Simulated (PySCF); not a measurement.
Isomers of C7H8.

All values: B3LYP/def2-SVPD (PySCF) at GFN2-xTB geometries, gas phase, one conformer each. Core orbitals are frozen in the response; Δα² is half the sum of the squared differences of the principal polarisabilities.

Question: Rank by polarisability anisotropy Δα, lowest first.
A. `[CH:1]1=[CH:2][CH:3]=[CH:4][CH2:5][CH:6]=[CH:7]1` with C1–C2–C3–C4 -35°, C3–C4–C5–C6 71°, C4–C5–C6–C7 -71°, C2–C1–C7–C6 35°
B. `C1=C[C@H]2C=C[C@@H]1C2`
C. `C=C1C[C@H]1C#CC`
D. `[C@H]12[C@@H]3[C@@]1(C)C=C[C@H]23`

Answer: B (1.79 Å³), D (2.83 Å³), A (5.22 Å³), C (6.77 Å³).

Question: Rank by HOMO energy, lowest first.
A. `C[C@@]12C=C[C@H]3[C@@H]1[C@H]32`
B. `[CH:1]1=[CH:2][CH:3]=[CH:4][CH2:5][CH:6]=[CH:7]1` with C1–C2–C3–C4 -35°, C3–C4–C5–C6 71°, C4–C5–C6–C7 -71°, C2–C1–C7–C6 35°
C. `C(C)#C[C@H]1C(=C)C1`
D. `C1=C[C@H]2C=C[C@@H]1C2`

Answer: C (-6.64 eV), B (-6.34 eV), D (-6.20 eV), A (-6.02 eV).

Question: Rank by dipole moment, highest first.
A. spiro[2.4]hepta-4,6-diene (`C1=CC2(C=C1)CC2`)
B. `C1=C[C@H]2C=C[C@@H]1C2`
C. `C[C@@]12C=C[C@H]3[C@@H]1[C@H]32`
D. `[CH:1]1=[CH:2][CH:3]=[CH:4][CH2:5][CH:6]=[CH:7]1` with C1–C2–C3–C4 -35°, C3–C4–C5–C6 71°, C4–C5–C6–C7 -71°, C2–C1–C7–C6 35° (cycloheptatriene)

Answer: A (1.10 D), C (0.93 D), D (0.35 D), B (0.10 D).

All values together:

```json
{"SMILES": "C=C1C[C@H]1C#CC", "μ (D)": "0.35", "HOMO (eV)": "-6.64", "LUMO (eV)": "-0.24", "α (Å³)": "12.56", "Δα (Å³)": "6.77"}
{"SMILES": "C1=C[C@H]2C=C[C@@H]1C2", "μ (D)": "0.10", "HOMO (eV)": "-6.20", "LUMO (eV)": "-0.56", "α (Å³)": "10.55", "Δα (Å³)": "1.79"}
{"SMILES": "C[C@@]12C=C[C@H]3[C@@H]1[C@H]32", "μ (D)": "0.93", "HOMO (eV)": "-6.02", "LUMO (eV)": "-0.01", "α (Å³)": "10.69", "Δα (Å³)": "2.83"}
{"SMILES": "C1=CC2(C=C1)CC2", "μ (D)": "1.10", "HOMO (eV)": "-5.96", "LUMO (eV)": "-0.82", "α (Å³)": "11.53", "Δα (Å³)": "5.35"}
{"SMILES": "C1=CC=CCC=C1", "μ (D)": "0.35", "HOMO (eV)": "-6.34", "LUMO (eV)": "-1.03", "α (Å³)": "11.95", "Δα (Å³)": "5.22"}
```

Conformers: `[CH:1]1=[CH:2][CH:3]=[CH:4][CH2:5][CH:6]=[CH:7]1` with C1–C2–C3–C4 -35°, C3–C4–C5–C6 71°, C4–C5–C6–C7 -71°, C2–C1–C7–C6 35°.
